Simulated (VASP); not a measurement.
# C: kernels and solvers of the Casida equation on one ground state

C, Fd-3m (no. 227), 2 atoms in the cell. DDH, TDDFT by the Casida equation; PAW potentials C_GW (PBE set).

## Input

INCAR.step1:
```
SYSTEM = C
  PREC = Accurate
  ENCUT = 420
  ISMEAR = 0
  SIGMA = 0.02
  EDIFF = 1E-8
  LASPH = .True.
  KPAR = 4
  LWAVE = .False.
  LCHARG = .False.
  LEPSILON = .True.
  LRPA = .True.
```

INCAR.step2:
```
SYSTEM = C
  PREC = Accurate
  ENCUT = 420
  ISMEAR = 0
  SIGMA = 0.02
  EDIFF = 1E-5
  LASPH = .True.
  KPAR = 4
  LWAVE = .True.
  LCHARG = .False.
  NBANDS = 16
```

INCAR.step3:
```
SYSTEM = C
  PREC = Accurate
  ENCUT = 420
  ISMEAR = 0
  SIGMA = 0.02
  EDIFF = 1E-7
  LASPH = .True.
  KPAR = 4
  LWAVE = .True.
  LCHARG = .False.
  LOPTICS = .True.
  ALGO = Normal
  NBANDS = 16
  NEDOS = 2000
  CSHIFT = 0.1
  GGA = PE
  LHFCALC = .True.
  LMODELHF = .True.
  AEXX = 0.1808
  HFSCREEN = 1.7
  ISTART = 1
  PRECFOCK = Fast
```

INCAR.step4:
```
SYSTEM = C
  PREC = Accurate
  ENCUT = 420
  ISMEAR = 0
  SIGMA = 0.02
  EDIFF = 1E-7
  LASPH = .True.
  KPAR = 4
  LWAVE = .False.
  LCHARG = .False.
  ALGO = TDHF
  NBANDS = 16
  NBANDSO = 4
  NBANDSV = 4
  IBSE = 2
  NBSEEIG = 4
  LHARTREE = .True.
  LADDER = .True.
  LFXC = .False.
  ENCUTGW = 150
  GGA = PE
  LHFCALC = .True.
  LMODELHF = .True.
  AEXX = 0.1808
  HFSCREEN = 1.7
  ISTART = 1
  PRECFOCK = Fast
  ANTIRES = 0
  OMEGAMAX = 25
  CSHIFT = 0.15
  NOMEGA = 1000
```

INCAR.step5, as INCAR.step4 but for:
```
- ANTIRES = 0
+ ANTIRES = 1
```

INCAR.step6 changes the same tag again: ANTIRES = 2.

INCAR.step7, as INCAR.step6 but for:
```
- LHARTREE = .True.
- LADDER = .True.
- ANTIRES = 2
+ LHARTREE = .False.
+ LADDER = .False.
+ ANTIRES = 0
```

INCAR.step8, as INCAR.step7 but for:
```
- LHARTREE = .False.
- ANTIRES = 0
+ LHARTREE = .True.
+ ANTIRES = 2
```

INCAR.step9, as INCAR.step8 but for:
```
- IBSE = 2
- LADDER = .False.
- ANTIRES = 2
+ IBSE = 3
+ LADDER = .True.
+ ANTIRES = 0
+ BSEPREC = High
```

INCAR.step10, as INCAR.step9 but for:
```
- IBSE = 3
- BSEPREC = High
+ IBSE = 1
```

INCAR.step11, as INCAR.step10 but for:
```
- IBSE = 1
+ IBSE = 0
```

INCAR.step12, as INCAR.step11 but for:
```
- IBSE = 0
+ IBSE = 2
+ LTRIPLET = .True.
```

INCAR.step13, as INCAR.step12 but for:
```
- LHARTREE = .True.
- LTRIPLET = .True.
+ LHARTREE = .False.
```

INCAR.step14, as INCAR.step13 but for:
```
- LHARTREE = .False.
- LFXC = .False.
+ LHARTREE = .True.
+ LFXC = .True.
```

KPOINTS.step1:
```
k-points
0
Gamma
  13 13 13
```

KPOINTS.step2:
```
k-points
0
Gamma
  6 6 6
```

POSCAR:
```
C
1.0
    0.0000000000      1.7833700000      1.7833700000
    1.7833700000      0.0000000000      1.7833700000
    1.7833700000      1.7833700000      0.0000000000
C
2
Direct
    0.7500000000      0.7500000000      0.7500000000
    0.5000000000      0.5000000000      0.5000000000
```

Commands (each step's output is kept before the next begins):
```
cat potpaw_PBE.64/C_GW/POTCAR > POTCAR
cp INCAR.step1 INCAR
cp KPOINTS.step1 KPOINTS
mpirun -np 4 vasp_std > vasp.out
rm WAVECAR CHG
cp INCAR.step2 INCAR
cp KPOINTS.step2 KPOINTS
mpirun -np 4 vasp_std > vasp.out
cp INCAR.step3 INCAR
mpirun -np 4 vasp_std > vasp.out
cp INCAR.step4 INCAR
mpirun -np 4 vasp_std > vasp.out
cp INCAR.step5 INCAR
mpirun -np 4 vasp_std > vasp.out
cp INCAR.step6 INCAR
mpirun -np 4 vasp_std > vasp.out
cp INCAR.step7 INCAR
mpirun -np 4 vasp_std > vasp.out
cp INCAR.step8 INCAR
mpirun -np 4 vasp_std > vasp.out
cp INCAR.step9 INCAR
mpirun -np 4 vasp_std > vasp.out
cp INCAR.step10 INCAR
mpirun -np 4 vasp_std > vasp.out
cp INCAR.step11 INCAR
mpirun -np 4 vasp_std > vasp.out
cp INCAR.step12 INCAR
mpirun -np 4 vasp_std > vasp.out
cp INCAR.step13 INCAR
mpirun -np 4 vasp_std > vasp.out
cp INCAR.step14 INCAR
mpirun -np 4 vasp_std > vasp.out
```

## Result

- Direct gap on the mesh (eV): 7.50
- Gap on the mesh (eV): 5.66
- Bands: 16

One ground state, settings moved in the last step alone:

| Settings | ε at zero frequency | First excitation (eV) | First bright (eV) | Time (s) |
|---|---|---|---|---|
| LOPTICS | 4.99 | – | – | 90 |
| Hartree and ladder terms, Tamm-Dancoff | 5.31 | 6.925 | 6.928 | 36 |
| Hartree and ladder terms, ANTIRES 1 | 5.28 | 6.927 | 6.927 | 32 |
| Hartree and ladder terms, ANTIRES 2 | 5.28 | 6.924 | 6.928 | 40 |
| independent particles | 4.76 | 7.496 | 7.496 | 11 |
| RPA: Hartree term alone, ANTIRES 2 | 4.53 | 7.499 | 7.502 | 38 |
| Lanczos (IBSE 3) | 5.31 | – | – | 25 |
| time evolution (IBSE 1) | 5.26 | – | – | 45 |
| old driver (IBSE 0), which refuses KPAR | – | – | – | no result |
| triplet | – | 6.906 | – | 23 |
| ladder without the Hartree term | 5.48 | 6.906 | 6.917 | 22 |
| with the local kernel | 5.34 | 6.923 | 6.927 | 31 |

Make-up of the lowest excitation, one of several of nearly equal energy, so its shares depend on the choice among them:

| k point | From band | To band | Share |
|---|---|---|---|
| 0.000 0.000 0.000 | 3 | 5 | 0.49 |
| 0.000 0.000 0.000 | 2 | 6 | 0.49 |
| 0.000 0.000 0.000 | 2 | 7 | 0.01 |
| 0.000 0.000 0.000 | 4 | 5 | 0.01 |
| 0.000 0.000 0.000 | 3 | 7 | 0.00 |
| 0.000 0.000 0.000 | 4 | 6 | 0.00 |

AEXX = 0.1808 is one over the ε of the first step (5.5).

Limits: The 6×6×6 mesh is coarse for a spectrum: peaks stand apart that a denser mesh merges; the pairs hold 4 valence and 4 conduction bands, and what lies beyond is missing from ε.

VASP 6.6.1 took 442 s on 4 cores (AMD EPYC 7R43 (Zen 3)), a shared host.
